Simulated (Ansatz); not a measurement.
## Redistribution: C3H5N + C4H10O → C3H5NO + C4H10

Gas-phase species: C3H5N `CCC#N`, singlet; C4H10O (1-butanol) `CCCCO`, singlet; C3H5NO (3-hydroxypropionitrile) `N#CCCO`, singlet; C4H10 (butane) `CCCC`, singlet. The partners trade H for OH; both sit on C, so the bond types are kept.

Shapes, held fixed at every level: PBE0-D4/def2-TZVP. Flexible molecules stand in one conformer, not always the lowest. Programs: Ansatz 0.2.0. The zero-point and thermal change to 298 K, harmonic and unscaled (PBE0-D4/def2-TZVP), is -0.5 kJ/mol.

| level | kind | ΔH(298 K) (kJ/mol) | less CCSD(T)/CBS estimate |
| --- | --- | --- | --- |
| HF/def2-TZVPP | Hartree–Fock | +3.4 | -0.2 |
| r2SCAN0-D4/def2-TZVPP | global hybrid | +2.9 | -0.7 |
| wB97M-V/def2-TZVPP | range-separated hybrid | +3.1 | -0.5 |
| wB97X-V/def2-TZVPP | range-separated hybrid | +3.3 | -0.3 |
| MP2/def2-TZVPP | perturbation theory | +2.9 | -0.7 |
| CCSD(T)/def2-SVP | coupled cluster or CI | +2.0 | -1.6 |
| CCSD(T)/def2-TZVPP | coupled cluster or CI | +3.1 | -0.5 |
| CCSD(T)/CBS estimate | coupled cluster or CI | +3.6 | 0.0 |

The highest level, CCSD(T)/CBS estimate, gives ΔH(298 K) = +3.6 kJ/mol; the levels span +2.0 to +3.6. That is about zero within the method's error. The column of differences is taken from that level and isn't an error. No measured value is set beside it here. The CBS estimate extrapolates MP2 from def2-TZVPP and def2-QZVPP and adds CCSD(T) − MP2 in the triple-zeta set, cores frozen.
